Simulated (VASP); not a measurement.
# BP (F-43m) in VASP: a series of runs, part 3 of 3

VASP 6.6.1. Earlier steps stand in the parts before.

## Step 5: G0W0 quasiparticle levels, PBE

POSCAR reads:

```
BP
1.0
    0.0000000000      2.2690000000      2.2690000000
    2.2690000000      0.0000000000      2.2690000000
    2.2690000000      2.2690000000      0.0000000000
P B
1 1
Direct
    0.7500000000      0.7500000000      0.7500000000
    0.0000000000      0.0000000000      0.0000000000
```

INCAR.step1 reads:

```
SYSTEM = BP
ALGO     = Normal         ! electronic algorithm
EDIFF    = 1E-8           ! SCF threshold, eV
ENCUT    = 450            ! plane-wave cutoff, eV
GGA      = PE             ! functional
ISMEAR   = 0              ! smearing method
LASPH    = .True.         ! aspherical terms in the spheres
LCHARG   = .False.        ! write CHGCAR
LREAL    = .False.        ! projectors in reciprocal space
LWAVE    = .True.         ! write WAVECAR
NELM     = 80             ! most SCF steps
PREC     = Accurate       ! precision mode
SIGMA    = 0.01           ! smearing width, eV
```

INCAR.step2 reads:

```
SYSTEM = BP
ALGO     = Exact          ! electronic algorithm
EDIFF    = 1E-8           ! SCF threshold, eV
ENCUT    = 450            ! plane-wave cutoff, eV
GGA      = PE             ! functional
ISMEAR   = 0              ! smearing method
ISTART   = 1            
LASPH    = .True.         ! aspherical terms in the spheres
LCHARG   = .False.        ! write CHGCAR
LOPTICS  = .True.         ! frequency-dependent dielectric function
LREAL    = .False.        ! projectors in reciprocal space
LWAVE    = .True.         ! write WAVECAR
NBANDS   = 73             ! bands
NELM     = 1              ! most SCF steps
PREC     = Accurate       ! precision mode
SIGMA    = 0.01           ! smearing width, eV
```

INCAR.step3 reads:

```
SYSTEM = BP
ALGO     = EVGW0          ! electronic algorithm
EDIFF    = 1E-8           ! SCF threshold, eV
ENCUT    = 450            ! plane-wave cutoff, eV
ENCUTGW  = 120            ! cutoff of the response function
GGA      = PE             ! functional
ISMEAR   = 0              ! smearing method
ISTART   = 1            
LASPH    = .True.         ! aspherical terms in the spheres
LCHARG   = .False.        ! write CHGCAR
LREAL    = .False.        ! projectors in reciprocal space
LWAVE    = .False.        ! write WAVECAR
NBANDS   = 73             ! bands
NBANDSGW = 12           
NELMGW   = 1            
NOMEGA   = 50             ! frequency points
PREC     = Accurate       ! precision mode
PRECFOCK = Fast         
SIGMA    = 0.01           ! smearing width, eV
```

KPOINTS reads:

```
k-points
0
Gamma
  8 8 8
  0 0 0
```

Potentials or basis: VASP PAW PBE potentials, release 64 (P_GW, B_GW).

Launch:

```console
$ cat potpaw_PBE.64/P_GW/POTCAR potpaw_PBE.64/B_GW/POTCAR > POTCAR
$ cp INCAR.step1 INCAR
$ mpirun -np 1 vasp_std > vasp.out
$ cp INCAR.step2 INCAR
$ mpirun -np 1 vasp_std > vasp.out
$ cp INCAR.step3 INCAR
$ mpirun -np 1 vasp_std > vasp.out
```

OUTCAR:

```text
SYSTEM = BP
   EDIFF = 1E-8
   ENCUT = 450
   ENCUTGW = 120
   GGA = PE
   ISMEAR = 0
   ISTART = 1
   LASPH = .True.
   LREAL = .False.
   NELMGW = 1
   PREC = Accurate
   PRECFOCK = Fast

 ion  position               nearest neighbor table
   1  0.750  0.750  0.750-   2 1.97   2 1.97   2 1.97   2 1.97
   2  0.000  0.000  0.000-   1 1.97   1 1.97   1 1.97   1 1.97

  LATTYP: Found a face centered cubic cell.
 ALAT       =     4.5380000000

  Lattice vectors:

 A1 = (   0.0000000000,   2.2690000000,   2.2690000000)
 A2 = (   2.2690000000,   0.0000000000,   2.2690000000)
 A3 = (   2.2690000000,   2.2690000000,   0.0000000000)

Analysis of symmetry for initial positions (statically):
=====================================================================
 Subroutine PRICEL returns:
 Original cell was already a primitive cell.

 Routine SETGRP: Setting up the symmetry group for a
 face centered cubic supercell.

 Subroutine GETGRP returns: Found 24 space group operations
 (whereof 24 operations were pure point group operations)
 out of a pool of 48 trial point group operations.

The static configuration has the point symmetry T_d .

Analysis of symmetry for dynamics (positions and initial velocities):
=====================================================================
 Subroutine PRICEL returns:
 Original cell was already a primitive cell.

 Routine SETGRP: Setting up the symmetry group for a
 face centered cubic supercell.

 Subroutine GETGRP returns: Found 24 space group operations
 (whereof 24 operations were pure point group operations)
 out of a pool of 48 trial point group operations.

The dynamic configuration has the point symmetry T_d .

 Subroutine INISYM returns: Found 24 space group operations
 (whereof 24 operations are pure point group operations),
 and found     1 'primitive' translations

----------------------------------------------------------------------------------------

                                     Primitive cell

  volume of cell :      23.3633

  direct lattice vectors                    reciprocal lattice vectors
     0.000000000  2.269000000  2.269000000    -0.220361393  0.220361393  0.220361393
     2.269000000  0.000000000  2.269000000     0.220361393 -0.220361393  0.220361393
     2.269000000  2.269000000  0.000000000     0.220361393  0.220361393 -0.220361393

  length of vectors
     3.208850573  3.208850573  3.208850573     0.381677128  0.381677128  0.381677128

  position of ions in fractional coordinates (direct lattice)
     0.750000000  0.750000000  0.750000000
     0.000000000  0.000000000  0.000000000

  ion indices of the primitive-cell ions
   primitive index   ion index
                 1           1
[... 22 lines left out ...]

 Subroutine IBZKPT returns following result:
 ===========================================

 Found     29 irreducible k-points:

 Following reciprocal coordinates:
            Coordinates               Weight
  0.000000  0.000000  0.000000      1.000000
  0.125000  0.000000  0.000000      8.000000
  0.250000  0.000000  0.000000      8.000000
  0.375000  0.000000  0.000000      8.000000
  0.500000  0.000000  0.000000      4.000000
  0.125000  0.125000  0.000000      6.000000
[... 16 lines left out ...]
  0.500000  0.250000  0.125000     48.000000
 -0.375000  0.250000  0.125000     24.000000
 [... further k-points ...]
   k-points           NKPTS =     29   k-points in BZ     NKDIM =    512   number of bands    NBANDS=     73
   number of dos      NEDOS =    301   number of ions     NIONS =      2
   total plane-waves  NPLWV =  13824
   dimension x,y,z NGX =    24 NGY =   24 NGZ =   24
   dimension x,y,z NGXF=    48 NGYF=   48 NGZF=   48
   ions per type =               1   1
   NGX,Y,Z   is equivalent  to a cutoff of  12.43, 12.43, 12.43 a.u.
   NGXF,Y,Z  is equivalent  to a cutoff of  24.87, 24.87, 24.87 a.u.
 SYSTEM =  BP
   PREC   = accura    normal or accurate (medium, high low for compatibility)
   ISTART =      1    job   : 0-new  1-cont  2-samecut
   ICHARG =      0    charge: 1-file 2-atom 10-const
   ISPIN  =      1    spin polarized calculation?
   LNONCOLLINEAR =      F non collinear calculations
   LSORBIT =      F    spin-orbit coupling
   LASPH  =      T    aspherical Exc in radial PAW
   ENCUT  =  450.0 eV  33.07 Ry    5.75 a.u.   5.55  5.55  5.55*2*pi/ulx,y,z
   NELM   =     60;   NELMIN=  2; NELMDL=  0     # of ELM steps
   EDIFF  = 0.1E-07   stopping-criterion for ELM
   LREAL  =      F    real-space projection
   EDIFFG = 0.1E-06   stopping-criterion for IOM
   NSW    =      0    number of steps for IOM
   IBRION =     -1    ionic relax: 0-MD 1-quasi-New 2-CG
   NFREE  =      0    steps in history (QN), initial steepest desc. (CG)
   ISIF   =      0    stress and relaxation
   ISYM   =      3    0-nonsym 1-usesym 2-fastsym
   POTIM  = 0.5000    time-step for ionic-motion
   TEBEG  =    0.0;   TEEND  =   0.0 temperature during run
   PSTRESS=    0.0 pullay stress
   NELECT =       8.0000    total number of electrons
   NUPDOWN=      -1.0000    fix difference up-down
   EMIN   =  10.00;   EMAX   =-10.00  energy-range for DOS
   EFERMI =   0.00;   METHOD = LEGACY
   ISMEAR =     0;   SIGMA  =   0.01  broadening in eV -4-tet -1-fermi 0-gaus
   EFERMI_NEDOS =   21; number of points for ismear=-14 and -15
   IALGO  =     38    algorithm
   IMIX   =      4    mixing-type and parameters
     AMIX     =   0.40;   BMIX     =  1.00
     AMIX_MAG =   1.60;   BMIX_MAG =  1.00
  volume/ion in A,a.u.               =      11.68        78.83
  Fermi-wavevector in a.u.,A,eV,Ry     =   1.145320  2.164342 17.847562  1.311759
  Thomas-Fermi vector in A             =   2.282009
   LORBIT       =      0    0 simple, 1 ext, 2 COOP (PROOUT), +10 PAW based schemes
   GGA     = PE    functional components
   LHFCALC =     T    Hartree Fock is set to
   PRECFOCK=fast      Normal, Fast or Accurate (Low or Medium for compatibility)
   ENCUT4O =  -1.0   cutoff for four orbital integrals eV
   NKREDX  =     1    reduce k-point grid by
   NKREDY  =     1    reduce k-point grid by
   NKREDZ  =     1    reduce k-point grid by
   AEXX    =    1.0000 exact exchange contribution
   HFSCREEN=    0.0000 screening length (either q_TF or 0.3 A-1)
   HFSCREENC=   0.0000 screening length for correlation (either q_TF or 0.3 A-1)
   ENCUTFOCK=  -1.0 apply spherical cutoff to Coloumb kernel
   IVDW    =     0    specifies the selected vdW correction
   LEPSILON=     F    determine dielectric tensor
   LRPA    =     F    only Hartree local field effects (RPA)
   LRPAFORCE           =     F    calculate RPA forces
   ENCUTGW             = 120.0    cutoff for response function in eV
   ENCUTGWSOFT         =  96.0    soft cutoff for Coulomb kernel in GW response function in eV
   ENCUTLF             =  -1.0    cutoff for local field effects
   NELMGW              =     1    number of iterations in solving QP/BSE equation
   NELMHF              =     1    number of iterations in the inner HF iteration
   NKREDLFX            =     1    NKREDLFY  =   1   NKREDLFZ  =   1
 non-spin polarized calculation
 Gauss-broadening in eV      SIGMA  =   0.01
  energy-cutoff  :      450.00
  volume of cell :       23.36
 maximum number of plane-waves:       531
 NGX is ok and might be reduce to    24
  NGX = 14; NGY = 14; NGZ = 14
   NGX = 11   NGY = 11   NGZ = 11
 maximum number of plane-waves:        76
 NGX is ok and might be reduce to    14

 QP shifts <psi_nk| G(iteration)W_0 |psi_nk>: iteration 1
 for sc-GW calculations column KS-energies equals QP-energies in previous step
 and V_xc(KS)=  KS-energies - (<T + V_ion + V_H > + <T+V_H+V_ion>^1  + <V_x>^1)

 k-point   1 :       0.0000    0.0000    0.0000
  band No.  KS-energies  QP-energies   sigma(KS)   V_xc(KS)     V^pw_x(r,r')   Z            occupation Imag(sigma)

      1      -8.3288      -9.0587     -13.1045     -12.0599     -20.4848       0.6988       2.0000       1.4028
      2       7.1316       6.7324     -13.8097     -13.3030     -14.8425       0.7879       2.0000       0.0571
      3       7.1316       6.7324     -13.8097     -13.3030     -14.8425       0.7879       2.0000       0.0571
      4       7.1316       6.7324     -13.8097     -13.3030     -14.8425       0.7879       2.0000       0.0571
      5      10.5371      11.0054     -11.4815     -12.0783      -7.1957       0.7847       0.0000      -0.0732
      6      10.5371      11.0054     -11.4815     -12.0783      -7.1957       0.7847       0.0000      -0.0732
      7      10.5371      11.0054     -11.4815     -12.0783      -7.1957       0.7847       0.0000      -0.0732
      8      14.5067      14.9940     -12.1138     -12.7627      -6.2623       0.7509       0.0000      -0.1692
      9      18.6568      18.6694      -9.4488      -9.4649      -3.3818       0.7839       0.0000      -0.3601
     10      19.1557      19.7434     -10.9970     -11.7580      -4.9825       0.7722       0.0000      -0.3080
     11      19.1557      19.7434     -10.9970     -11.7580      -4.9825       0.7722       0.0000      -0.3080
     12      22.8205      23.0250      -9.6864      -9.9499      -2.8251       0.7761       0.0000      -0.7937
[... 356 lines left out ...]
      1      -4.3463      -4.9828     -13.5526     -12.6683     -19.4841       0.7197       2.0000       0.8019
      2      -1.3159      -2.0193     -12.9620     -11.9852     -17.4905       0.7202       2.0000       0.3751
      3       2.6070       1.9721     -13.2739     -12.4306     -15.9764       0.7529       2.0000       0.1217
      4       4.0186       3.4435     -13.2603     -12.5119     -15.3340       0.7684       2.0000       0.0843
      5      11.3195      11.7166     -10.8330     -11.3380      -6.1716       0.7863       0.0000      -0.0903
      6      12.3283      12.7418     -11.2201     -11.7523      -6.2481       0.7770       0.0000      -0.1078
      7      15.4282      16.0036     -11.7143     -12.4780      -5.7211       0.7535       0.0000      -0.2118
      8      16.9106      17.4426     -11.3659     -12.0761      -4.8940       0.7491       0.0000      -0.3007
      9      17.5459      17.9412     -10.8991     -11.4167      -4.7699       0.7637       0.0000      -0.3010
     10      21.4461      21.9753     -11.2188     -11.9197      -4.1334       0.7552       0.0000      -0.5999
     11      23.9551      24.1692      -9.9791     -10.2578      -3.1446       0.7681       0.0000      -0.6809
     12      24.8150      25.3029     -11.5616     -12.2169      -3.8895       0.7445       0.0000      -0.8880

 [... further k-points ...]
```

Run time: 12 min. Hardware: 1 thread of Intel Xeon Platinum 8375C at 2.90GHz (Ice Lake), shared host; peak memory 0.71 GiB.

Results:

- Band gap on the k mesh, mean-field level: 1.27 eV, indirect (least direct gap 3.41 eV)
- Quasiparticle gap: 1.91 eV
- Least direct quasiparticle gap: 4.27 eV

Caveat: bands, screening cutoff and mesh are small and nothing is extrapolated, so the quasiparticle values aren't converged.

## Step 6: G0W0 quasiparticle levels, PBE

POSCAR is that of step 5.

INCAR.step1 reads:

```
ALGO = Normal
EDIFF = 1E-8
ENCUT = 450
GGA = PE
ISMEAR = 0
LASPH = True
LCHARG = False
LREAL = False
LWAVE = True
NELM = 60
PREC = Accurate
SIGMA = 0.01
```

INCAR.step2 reads:

```
ALGO = Exact
EDIFF = 1E-8
ENCUT = 450
GGA = PE
ISMEAR = 0
ISTART = 1
LASPH = True
LCHARG = False
LOPTICS = True
LREAL = False
LWAVE = True
NBANDS = 201
NELM = 1
PREC = Accurate
SIGMA = 0.01
```

INCAR.step3 reads:

```
ALGO = EVGW0
EDIFF = 1E-8
ENCUT = 450
ENCUTGW = 240
GGA = PE
ISMEAR = 0
ISTART = 1
LASPH = True
LCHARG = False
LREAL = False
LWAVE = False
NBANDS = 201
NBANDSGW = 12
NELMGW = 1
NOMEGA = 50
PREC = Accurate
PRECFOCK = Fast
SIGMA = 0.01
```

KPOINTS reads:

```
k-points
0
Gamma
  6 6 6
```

Potentials or basis: VASP PAW PBE potentials, release 64 (P_GW, B_GW).

Launch:

```console
$ cat potpaw_PBE.64/P_GW/POTCAR potpaw_PBE.64/B_GW/POTCAR > POTCAR
$ cp INCAR.step1 INCAR
$ mpirun -np 1 vasp_std > vasp.out
$ cp INCAR.step2 INCAR
$ mpirun -np 1 vasp_std > vasp.out
$ cp INCAR.step3 INCAR
$ mpirun -np 1 vasp_std > vasp.out
```

OUTCAR:

```text
EDIFF = 1E-8
   ENCUT = 450
   ENCUTGW = 240
   GGA = PE
   ISMEAR = 0
   ISTART = 1
   LASPH = True
   LREAL = False
   NELMGW = 1
   PREC = Accurate
   PRECFOCK = Fast

 ion  position               nearest neighbor table
   1  0.750  0.750  0.750-   2 1.97   2 1.97   2 1.97   2 1.97
   2  0.000  0.000  0.000-   1 1.97   1 1.97   1 1.97   1 1.97
[... 191 lines left out ...]
      2       7.1369       6.4539     -14.1728     -13.3044     -14.9313       0.7866       2.0000       0.0015
      3       7.1369       6.4539     -14.1728     -13.3044     -14.9313       0.7866       2.0000       0.0015
      4       7.1369       6.4539     -14.1728     -13.3044     -14.9313       0.7866       2.0000       0.0015
      5      10.5401      10.8062     -11.7376     -12.0774      -7.1355       0.7832       0.0000      -0.1145
      6      10.5401      10.8062     -11.7376     -12.0774      -7.1355       0.7832       0.0000      -0.1145
      7      10.5401      10.8062     -11.7376     -12.0774      -7.1355       0.7832       0.0000      -0.1145
      8      14.5122      14.7379     -12.4609     -12.7616      -6.2255       0.7506       0.0000      -0.2051
      9      18.6606      18.5128      -9.6481      -9.4590      -3.3684       0.7819       0.0000      -0.3745
     10      19.1579      19.5307     -11.2765     -11.7578      -4.9743       0.7745       0.0000      -0.3272
     11      19.1579      19.5307     -11.2765     -11.7578      -4.9743       0.7745       0.0000      -0.3272
     12      22.8222      22.8831      -9.8671      -9.9460      -2.8196       0.7722       0.0000      -0.7935
[... 228 lines left out ...]
      1      -3.2711      -4.0819     -13.9360     -12.8131     -19.0761       0.7220       2.0000       0.5535
      2      -1.0873      -2.0176     -13.8625     -12.5647     -18.2979       0.7169       2.0000       0.3079
      3       1.8378       0.9942     -13.0542     -11.9284     -15.6461       0.7493       2.0000       0.0589
      4       1.9609       1.1302     -13.0482     -11.9409     -15.6065       0.7502       2.0000       0.0576
      5      10.9663      11.1176     -11.1243     -11.3173      -6.2206       0.7835       0.0000      -0.1292
      6      11.5826      11.7520     -11.0626     -11.2779      -6.0830       0.7864       0.0000      -0.1323
      7      16.2415      16.5429     -11.8309     -12.2344      -5.1908       0.7472       0.0000      -0.2899
      8      16.9047      17.2257     -11.7584     -12.1848      -5.1332       0.7527       0.0000      -0.3084
      9      20.0029      20.3557     -11.9784     -12.4521      -4.5439       0.7446       0.0000      -0.5233
     10      23.2034      23.5683     -11.6848     -12.1712      -3.9237       0.7505       0.0000      -0.7370
     11      23.5842      23.8995     -12.3458     -12.7660      -4.5509       0.7505       0.0000      -0.7836
     12      27.5780      27.7348     -11.6713     -11.8818      -3.7507       0.7448       0.0000      -1.0711
```

OUTCAR.step1:

```text
EDIFF = 1E-8
   ENCUT = 450
   GGA = PE
   ISMEAR = 0
   LASPH = True
[... 387 lines left out ...]
 -----------------------------------------------------------------------------------
      3.40350      3.40350      3.40350        -0.000000      0.000000      0.000000
      0.00000      0.00000      0.00000         0.000000     -0.000000     -0.000000
 -----------------------------------------------------------------------------------
    total drift:                               -0.000000     -0.000000     -0.000000

  FREE ENERGIE OF THE ION-ELECTRON SYSTEM (eV)
  ---------------------------------------------------
  free  energy   TOTEN  =       -12.9004848568 eV

  energy  without entropy=      -12.9004848568  energy(sigma->0) =      -12.90048486
```

Wall time 4.1 min (1 thread of Intel Xeon 6975P-C (Granite Rapids), shared host); peak memory 0.7 GiB.

What came out:

* Band gap on the k mesh, mean-field level: 1.33 eV, indirect (least direct gap 3.40 eV)
* Quasiparticle gap: 2.06 eV
* Least direct quasiparticle gap: 4.35 eV

Caveat: bands, screening cutoff and mesh are small and nothing is extrapolated, so the quasiparticle values aren't converged.
